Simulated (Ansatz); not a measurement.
Crystal: TiSi2.

```
CELL_PARAMETERS angstrom
0.00000 4.11752 4.26290
2.38951 0.00000 4.26290
2.38951 4.11752 0.00000
ATOMIC_POSITIONS crystal
Ti 0.75000 0.75000 0.75000
Ti 0.50000 0.50000 0.50000
Si 0.41257 0.08743 0.41257
Si 0.08743 0.41257 0.08743
Si 0.16257 0.83743 0.16257
Si 0.83743 0.16257 0.83743
```

The cell is a database's computed one.

Base run:

- Program: Ansatz 0.2.0
- Functional: PBEsol
- Potentials or basis: all-electron LAPW, scalar-relativistic
- Cutoff: 238 eV (chosen from the basis error)
- Basis error allowed: 0.001 eV/atom
- k mesh: 7 × 7 × 7
- Occupations: fermi-dirac, width 0.05 eV
- Spin: no spin polarisation

Its results: pressure -2.0 GPa; largest force 0.048 eV/Å.

Q: The run is repeated on the same cell with these changes: functional from PBEsol to PBE; basis error allowed from 0.001 eV/atom to 0.002 eV/atom. What comes out?

A: Pressure 2.1 GPa; largest force 0.021 eV/Å.
